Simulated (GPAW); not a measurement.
SrO in GPAW: the effect of dispersion

The system is SrO.

```
Sr O
1.0
     0.00000    2.56630    2.56630
     2.56630    0.00000    2.56630
     2.56630    2.56630    0.00000
Sr O
1 1
Direct
  0.50000 0.50000 0.50000
  0.00000 0.00000 0.00000
```

Alike in all runs:

```yaml
Program: GPAW 26.7.0
Task: relaxation of cell and atoms
Functional: PBEsol
Potentials_or_basis: PAW data sets generated in the run's folder for this functional
Cutoff: 800 eV
Basis: pw
k_mesh: 9 × 9 × 9
Occupations: fermi-dirac, width 0.05 eV
Spin: no spin polarisation
```

Each run relaxes the cell or the atoms first.

Q: One run gave: relaxed volume 16.90 Å³/atom; gap on the mesh 3.31 eV. Which dispersion did it use?
A. D3(BJ)-ATM
B. none
C. D3
D. D3(BJ)
E. D4

A: B.

| dispersion | relaxed volume (Å³/atom) | gap on the mesh (eV) |
| --- | --- | --- |
| none | 16.90 | 3.31 |
| D3 | 16.59 | 3.30 |
| D3(BJ) | 16.44 | 3.29 |
| D3(BJ)-ATM | 16.49 | 3.29 |
| D4 | 16.72 | 3.30 |

Caveats: later steps reuse the first step's grids; an odd mesh through Γ misses points on the zone boundary, where band edges often lie; the relaxation stopped at its first step, so nothing moved (some runs).

A gap of «none» marks a metal or a gap under the smearing width.
